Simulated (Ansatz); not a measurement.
Crystal: SnTe.

```
Te Sn
1.0
     0.00000    3.15085    3.15085
     3.15085    0.00000    3.15085
     3.15085    3.15085    0.00000
Te Sn
1 1
Direct
  0.50000 0.50000 0.50000
  0.00000 0.00000 0.00000
```

Base run:

| Item | Value |
| --- | --- |
| Program | Ansatz 0.2.0 |
| Functional | PBE |
| Potentials or basis | all-electron LAPW, scalar-relativistic |
| Cutoff | 185 eV |
| Density cutoff | 741 eV |
| Basis error allowed | 0.001 eV/atom |
| k mesh | 7 × 7 × 7 |
| Occupations | fermi-dirac, width 0.05 eV |
| Spin | no spin polarisation |

Its results: pressure 2.2 GPa.

Task: The run is repeated on the same cell with these changes: functional from PBE to PBEsol. What comes out?

Result: Pressure -0.4 GPa.

PBEsol binds more tightly than PBE, so the same cell stands under less pressure.

Not every run made on this cell is shown here.
